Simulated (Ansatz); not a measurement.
## Optical response of Te2Pt (Moncheite)

Aim: the dielectric function of Te2Pt (Moncheite), and the optical constants that follow from it. The cell comes from an older database entry, whose edges can differ from later determinations, mostly by under a per cent.

Program: Ansatz 0.2.0. Level of theory: DFT, PBE, plane-wave PAW, default files, scalar-relativistic, independent-particle optical response without local fields. Results are calculated unless marked as measured.

The database entry behind the starting cell differs from later determinations by our own check (about 0.4 % short, ideal inner coordinate), so it need not match the best structure at ambient conditions.

## Step 1: Starting point

It takes space group P-3m1 (No. 164, trigonal). Conventional cell: a = 4.010 Å, b = 4.010 Å, c = 5.201 Å, α = 90.00°, β = 90.00°, γ = 120.00°. Nearest to Pt lie 6 Te at 2.66 Å. Te has 3 Pt at 2.66 Å nearest. Farther neighbours and most contacts between anions are not listed.

## Step 2: Ground state and bands

The self-consistent density comes first; it also tells whether there is a gap, which decides the occupations and the need for a Drude term.

This step: DFT, PBE, plane-wave PAW, default files, scalar-relativistic, ground state (Ansatz 0.2.0).

input.yaml

```yaml
crystal:
  lattice:
    - [4.01, 0.0, 0.0]
    - [-2.005, 3.4727618692, 0.0]
    - [0.0, 0.0, 5.201]
  atoms:
    - { symbol: Pt, position: [0.0, 0.0, 0.0] }
    - { symbol: Te, position: [0.6666666667, 0.3333333333, 0.75] }
    - { symbol: Te, position: [0.3333333333, 0.6666666667, 0.25] }
kpoints:
  mp_grid: { grid: [7, 7, 5] }
  band_path:
    path:
      - [[0.0, 0.0, 0.0], [0.5, 0.0, 0.0], [0.33333333, 0.33333333, 0.0], [0.0, 0.0, 0.0], [0.0, 0.0, 0.5], [0.5, 0.0, 0.5], [0.33333333, 0.33333333, 0.5], [0.0, 0.0, 0.5]]
      - [[0.5, 0.0, 0.5], [0.5, 0.0, 0.0]]
      - [[0.33333333, 0.33333333, 0.0], [0.33333333, 0.33333333, 0.5]]
    npoints: 7
scf:
  occupations: { method: fermi_dirac, width: 0.05 }
  n_extra_bands: 7
hamiltonian:
  xc: pbe
  pseudopotentials: { kind: paw }
output:
  forces: true
  stress: true
  populations: true
  write_bands: true
  write_density: true
  write_potential: true
  elf: true
  volumetric_format: npy
```

Run with:

```bash
ansatz run input.yaml --threads 4 --pin off --max-ram 8192MiB --backend cpu --events-out ev --progress --plain --runs-dir out
```

Numbers of over 12 decimals in the logs are rounded to 6 here.

What it wrote:

```text
scf.n_extra_bands = 7 over 25 filled bands (N_el = 50.0): the run solves 32 bands
Engine: ansatz 0.2.0, aarch64-unknown-linux-gnu
Pseudopotentials: kind: paw
Pseudopotential: Pt, paw, valence charge 18, recommended cutoff 420 eV (normal), Pt.paw.azcp
Pseudopotential: Te, paw, valence charge 16, recommended cutoff 420 eV (normal), Te.paw.azcp
Functional definition: PBE
  parameter kappa = 0.804
  parameter beta = 0.066725
  exchange = pbe_x(kappa = kappa, mu = beta*pi^2/3)
  correlation = pbe_c(beta = beta)
Crystal: 3 atoms, lattice volume = 72.428 Å³
Basis set: ecut = 420 eV, 1409 PW (Γ), exchange–correlation on 54×54×72 points (8 copies of the dense FFT grid, shifted against one another)
Bands: 32, of which v1, the nominal top of the filled ones, is band 25 counted from 1 (24 counted from 0)
Symmetry: 12 space group operations
Space group: P-3m1 (ITA 164), of the structure as read, at distance tolerance 4.2e-5 Å
k-points: 32 of 245
Non-local potential: Pt, projectors of the file, l = 0: 3, l = 1: 2, l = 2: 2, l = 3: 1
Non-local potential: Te, projectors of the file, l = 0: 2, l = 1: 2, l = 2: 2, l = 3: 2
PAW form: soft (Blöchl's): semilocal exchange-correlation on the pseudo side does not see the compensation charge
PAW one-centre angular grid: Pt, 590 points (default); XC on 64 Gauss nodes
PAW one-centre angular grid: Te, 590 points (default); XC on 64 Gauss nodes
Initial density: superposition of atomic densities (neutral atoms: chi_scale 0, normalization atom), corrected by the library's trained network
Initial wavefunctions: pseudopotential atomic-orbital guess
Functional: x = pbe(κ = 0.804, μ = 0.219515), c = pbe(β = 0.066725)
SCF iter   1: F=—  HF=-26483.951223 eV  |F-HF|=—  |Δ(HF+E_count)|=         —  Δρ=2.39e-3  dr2=5.10e-3  ethr=1.77e-3  ⟨swp⟩=6.9  Hψ=4647  notcnv=0  defer=4
preconditioner: auto → LDOS  [metal: Δε(μ)=0.038 eV  Ē_g=10.389 eV  σ=0.050 eV  W_gap=0.19  n_scr=22 (ndim 8)  ℏωp=20.5 eV  f_vac=0.015  D(μ)=1.88/eV (n_scr^D=8)  β→1.0]
SCF iter   2: F=—  HF=-26483.952123 eV  |F-HF|=—  |Δ(HF+E_count)|=   9.00e-4  Δρ=1.93e-3  dr2=4.13e-3  ethr=1.02e-5  ⟨swp⟩=2.0  Hψ=2203  notcnv=0  defer=44
SCF iter   3: F=—  HF=-26483.950820 eV  |F-HF|=—  |Δ(HF+E_count)|=   1.30e-3  Δρ=3.01e-4  dr2=6.98e-5  ethr=8.27e-6  ⟨swp⟩=2.0  Hψ=1715  notcnv=0  defer=44
SCF iter   4: F=—  HF=-26483.950819 eV  |F-HF|=—  |Δ(HF+E_count)|=   9.62e-7  Δρ=4.93e-5  dr2=1.18e-6  ethr=1.40e-7  ⟨swp⟩=2.0  Hψ=1654  notcnv=0  defer=44
iter 5 did not close the SCF: its close was put off for the readings that it lacked (scf_convergence_deferred on its scf_iter line)
SCF iter   5: F=-26483.950821 eV  HF=-26483.950821 eV  |F-HF|=7.74e-8  |Δ(HF+E_count)|=   2.57e-6  Δρ=1.10e-5  dr2=5.54e-8  ethr=2.36e-9  ⟨swp⟩=3.0  Hψ=1791  notcnv=0  defer=44
SCF iter   6: F=-26483.950821 eV  HF=-26483.950821 eV  |F-HF|=2.14e-9  |Δ(HF+E_count)|=   9.07e-8  Δρ=2.77e-6  dr2=7.11e-9  ethr=1.11e-10  ⟨swp⟩=11.3  Hψ=7445  notcnv=0
SCF 1 converged in 6 iterations: F = -26483.950821 eV  dr2 = 7.11e-9
  greatest PAW one-centre occupation: 1.000 electrons in one spin orbital (limit 2), on the Pt atom at site 0 (counted from 0), in its partial waves of l = 0
NSCF: frozen V_eff on 66 k-points
SCF converged after 6 iterations
Free energy (F): -26483.950821 eV
Harris-Foulkes:  -26483.950821 eV  (|F-HF|=2.14e-9)
Internal energy: -26483.936779 eV  (E = F + TS)
E sigma→0 (E₀):  -26483.943800 eV
Entropy (-TS):   -0.014042 eV (-4.681 meV/atom)
Fermi energy:    14.151665 eV
--- Per-component energies (eV) ---
  E_band       = -688.798215
  E_kinetic    = 1004.282144
  E_local      = -4539.463936  (includes V_loc(G=0)·N_el)
  E_nonlocal   = -421.427066
  E_hartree    = 2416.177535
  E_xc         = -513.075781
  E_vxc        = -514.828981  (∫ρ·V_xc dr)
  E_paw        = -18779.458032  (= ΣΔE_a)
  E_vpaw       = -1049.709333  (= ΣTr[D̂ρ^β])
  E_aug_tail   = -0.000137  (compensation charges beyond the density's cutoff)
  E_ewald      = -5650.971506
  E_smearing   = -0.014042  (= −TS)
  E_closure    = 0.000000  (closes the sum)
  Σ components = -26483.950821   (vs F -26483.950821, Δ=0.00e0)
--- Forces (eV/Å), atoms counted from 1 ---
  atom   1  Pt     0.00000000    -0.00000000     0.00000000
  atom   2  Te     0.00000000    -0.00000000    -0.97874911
  atom   3  Te    -0.00000000     0.00000000     0.97874911
  max |Σ_I F_I| component: 2.89e-19 eV/Å
--- Stress (GPa, compression-positive) ---
        9.218675      -0.000000      -0.000000
       -0.000000       9.218675       0.000000
       -0.000000       0.000000       7.697845
  P = ⅓ Tr σ = 8.7117 GPa (87.117 kbar)
--- Band table (eV; the first three rows and the last of 32) ---
  k-point 0: bands = [... 21 lower, 11.3689, 13.5395, 13.5395, 15.2917, 15.2917, 15.4849, 16.8333, 18.5263, ... 3 higher]
  k-point 1: bands = [... 21 lower, 11.4287, 13.3023, 13.3023, 14.5938, 15.6680, 15.6680, 17.1132, 19.1344, ... 3 higher]
  k-point 2: bands = [... 21 lower, 11.6754, 13.0007, 13.0007, 13.1123, 16.2893, 16.2893, 17.9335, 19.2320, ... 3 higher]
  k-point 31: bands = [... 21 lower, 10.3813, 10.6258, 11.2784, 11.5958, 15.8507, 16.4697, 19.4389, 20.4413, ... 3 higher]
--- Löwdin populations: 3 sites ---
  site symbol       q [e]
     0     Pt     17.7855
     1     Te     15.9718
     2     Te     15.9718
  spilling = 0.005417 (of n_electrons = 50.000000)
```

Elapsed: 2.3 s, on 4 threads of Arm Neoverse V2, shared host; peak memory 0.4 GiB; 6.8 s of CPU time.

Reading the cycles: dr2 is the Hartree energy of the density residual (eV), the measure of convergence; HF is the Harris–Foulkes estimate of the energy, which meets the free energy F at convergence.

Numbers from this step:

* free energy: -26483.9508 eV
* Fermi energy: 14.15 eV
* electrons: 50
* symmetry operations: 12
* pressure: 8.712 GPa
* volume: 72.43 Å³
* gap on the path: 0 eV

There are states at the Fermi level within the smearing, so the occupations stay smeared and the carriers get a Drude term. The cell is left with a pressure of 8.7 GPa and forces up to 0.98 eV/Å, as it stands unrelaxed at this level.

The electronic bands at the labelled points (eV, zero at the Fermi level; # counts the bands kept):

```csv
point,#8,#9,#10,#11,#12,#13,#14,#15
Γ,-2.78,-0.61,-0.61,1.14,1.14,1.33,2.68,4.38
0.57 of the way,-3.63,-2.56,-2.22,-1.39,1.16,2.14,3.56,5.84
M,-3.72,-3.61,-3.52,-2.96,0.21,2.59,3.68,5.29
0.43 of the way,-3.74,-3.19,-3.05,-1.97,0.05,1.40,3.37,4.99
K,-3.93,-2.22,-2.06,-2.06,-0.17,-0.17,2.80,6.42
0.43 of the way,-3.75,-2.88,-2.70,-0.34,0.50,1.38,3.54,5.50
Γ,-2.78,-0.61,-0.61,1.14,1.14,1.33,2.68,4.38
0.43 of the way,-2.71,-0.88,-0.88,0.34,1.56,1.56,3.01,5.04
A,-2.34,-1.40,-1.20,-1.20,2.26,2.26,4.02,4.97
0.43 of the way,-3.28,-1.31,-1.29,-1.03,0.70,0.99,3.42,5.33
L,-3.69,-3.41,-2.73,-0.84,0.60,1.39,4.26,4.26
0.43 of the way,-3.76,-3.69,-2.72,-1.92,1.48,2.06,4.53,5.00
H,-4.14,-3.77,-2.86,-2.86,2.42,2.42,5.82,6.74
0.57 of the way,-3.41,-1.81,-1.24,-0.92,-0.04,1.45,4.35,4.93
A,-2.34,-1.40,-1.20,-1.20,2.26,2.26,4.02,4.97
jump to L,-3.69,-3.41,-2.73,-0.84,0.60,1.39,4.26,4.26
0.57 of the way,-3.71,-3.52,-3.28,-2.07,1.09,1.69,3.32,4.19
M,-3.72,-3.61,-3.52,-2.96,0.21,2.59,3.68,5.29
jump to K,-3.93,-2.22,-2.06,-2.06,-0.17,-0.17,2.80,6.42
0.43 of the way,-3.93,-2.95,-2.48,-2.48,0.80,0.80,3.92,6.56
H,-4.14,-3.77,-2.86,-2.86,2.42,2.42,5.82,6.74
```

Valence density in the ac plane at fractional y = 0.000, with atoms of Pt within 0.2 Å of it. It is the smooth field of the valence electrons, not physical close to the nuclei.

Values in e/Å³, 18 rows by 14 columns, each cell a mean:
```
10  8  4  1  0  0  0  0  0  0  1  2  6  9
 7  5  2  1  0  0  0  0  0  0  0  1  3  6
 2  1  1  0  0  0  0  0  0  0  0  0  1  2
 1  1  0  0  0  0  0  0  0  0  0  0  0  1
 0  0  0  0  0  0  0  0  0  0  0  0  0  0
 0  0  0  0  0  0  0  0  0  0  0  0  0  0
 0  0  0  0  0  0  0  0  0  0  0  0  0  0
 0  0  0  0  0  0  0  0  0  0  0  0  0  0
 0  0  0  0  0  0  0  0  0  0  0  0  0  0
 0  0  0  0  0  0  0  0  0  0  0  0  0  0
 0  0  0  0  0  0  0  0  0  0  0  0  0  0
 0  0  0  0  0  0  0  0  0  0  0  0  0  0
 0  0  0  0  0  0  0  0  0  0  0  0  0  0
 0  0  0  0  0  0  0  0  0  0  0  0  0  0
 1  1  1  0  0  0  0  0  0  0  0  0  1  1
 5  3  1  1  0  0  0  0  0  0  0  1  2  4
10  8  3  1  0  0  0  0  0  0  1  2  5  8
12 10  5  2  0  0  0  0  0  0  1  2  7 10
```
Atoms in or near the plane, at fractional coordinates: Pt at (0.00, 0.00).

Electrostatic potential energy in the ac plane at fractional y = 0.000, with atoms of Pt within 0.2 Å of it. With pseudopotentials it is smooth inside the atoms' cores, unlike the true potential.

Ten even steps from '_' (-61 eV) to '@' (18 eV), each cell a mean:
```
____--**@@@@@@@@@@@@%%**..__
..::++%%@@@@@@@@@@@@%%##--..
++**%%@@@@@@@@@@@@@@@@%%##**
%%%%@@@@@@@@%%%%%%@@@@@@@@%%
@@@@@@@@@@@@%%%%%%@@@@@@@@@@
@@@@@@@@@@@@%%%%@@@@@@@@@@@@
@@@@@@@@@@@@@@@@@@@@@@@@@@@@
@@@@@@@@@@@@@@@@@@@@@@@@@@@@
@@@@@@@@@@@@@@@@@@@@@@@@@@@@
@@@@@@@@@@@@@@@@@@@@@@@@@@@@
@@@@@@@@@@@@@@@@@@@@@@@@@@@@
@@@@@@@@@@@@@@@@@@@@@@@@@@@@
@@@@@@@@@@@@%%%%%%@@@@@@@@@@
@@@@@@@@@@@@%%%%%%@@@@@@@@@@
**##%%@@@@@@%%%%@@@@@@@@%%##
::--**%%@@@@@@@@@@@@@@%%++--
____--##@@@@@@@@@@@@%%**::__
____::**@@@@@@@@@@@@%%++..__
```
Atoms in or near the plane, at fractional coordinates: Pt at (0.00, 0.00).

## Step 3: Spectrum

The spectrum is a sum over vertical transitions between filled and empty bands at the fixed density, so many empty bands are needed.

This step: DFT, PBE, plane-wave PAW, default files, scalar-relativistic, independent-particle optical response without local fields (Ansatz 0.2.0).

input.yaml, the sections that differ from step 2:

```yaml
kpoints:
  mp_grid: { grid: [9, 9, 6] }
scf:
  occupations: { method: fermi_dirac, width: 0.05 }
output:
  optics:
    e_range: [0, 20]
    de: 0.05
    sigma: 0.1
    drude_damping: 0.05
    nscf_kmesh: { grid: [12, 12, 8] }
    bands: { spectra_wanted_up_to: 20 }
# crystal, hamiltonian: as in step 2
```

What it wrote:

```text
[...]
Crystal: 3 atoms, lattice volume = 72.428 Å³
Basis set: ecut = 420 eV, 1409 PW (Γ)
Bands: 30, of which v1, the nominal top of the filled ones, is band 25 counted from 1 (24 counted from 0)
Symmetry: 12 space group operations
[...]
k-points: 62 of 486
[...]
SCF iter   1: F=—  HF=-26483.956305 eV  |F-HF|=—  |Δ(HF+E_count)|=         —  Δρ=2.46e-3  dr2=4.96e-3  ethr=1.77e-3  ⟨swp⟩=6.5  Hψ=8133  notcnv=0
[...]
SCF iter   8: F=-26483.956090 eV  HF=-26483.956090 eV  |F-HF|=3.64e-12  |Δ(HF+E_count)|=  6.18e-11  Δρ=8.74e-8  dr2=3.74e-12  ethr=1.00e-12  ⟨swp⟩=4.2  Hψ=4828  notcnv=0
SCF 1 converged in 8 iterations: F = -26483.956090 eV  dr2 = 3.74e-12
[...]
NSCF: frozen V_eff on 131 k-points
output.optics: what the bands over the 68 summed would add to eps1, eps2 and the energy-loss function is held between a lower and an upper bound (7 Lanczos steps). eps1, eps2 and their loss function (loss_summed_bands) are given on every row as the summed bands alone make them. Along an axis, on a row where the two bounds hold the loss function to about 1 % of the greater of itself and 0.5 % of |1/eps|, its cell (loss_completed) is given, with the completed eps1 and eps2 that it is formed of (a cell that is left empty reads nan in the table and null in the record). The two bounds hold it so along every axis on all 400 rows up to 20.000 eV. [rest of the remark cut]
SCF converged after 8 iterations
Free energy (F): -26483.956090 eV
[...]
Internal energy: -26483.946256 eV  (E = F + TS)
E sigma→0 (E₀):  -26483.951173 eV
Entropy (-TS):   -0.009834 eV (-3.278 meV/atom)
Fermi energy:    14.156572 eV
[...]
--- Band table (eV; the first three rows and the last of 62) ---
  k-point 0: bands = [... 21 lower, 11.3626, 13.5368, 13.5368, 15.2901, 15.2901, 15.4878, 16.8368, 18.5234, ... 1 higher]
  k-point 1: bands = [... 21 lower, 11.4040, 13.3601, 13.3601, 14.8331, 15.5643, 15.5643, 17.0216, 18.9884, ... 1 higher]
  k-point 2: bands = [... 21 lower, 11.5594, 13.0763, 13.0763, 13.5771, 16.1041, 16.1041, 17.6412, 19.3901, ... 1 higher]
  k-point 61: bands = [... 21 lower, 10.0067, 10.3729, 11.2879, 11.2879, 16.5716, 16.5716, 19.9708, 20.8891, ... 1 higher]
```

Wall time 6 min (4 threads); peak memory 2 GiB; 24 min of CPU time.

This step gave:

- main peak of the optical conductivity above 1 eV, first axis: 1.706 eV
- Drude plasma energy, first axis: 4.325 eV
- bands summed: 68
- spectra valid up to: 29.98 eV
- program's estimate of the k-sum error in Im epsilon: 0.08 %
- electrons in the f-sum: 37.89

(Continued in part 2 of 2.)

[Logs are printed without paths, hosts, clocks, repeated set-up lines and the standing remarks that a program may print on its own settings, such as how far it seeks lower states.]

[Hosts, paths, dates, database ids (printed as entryN), source tags and the programs' standing remarks are cut or masked in the printed files.]
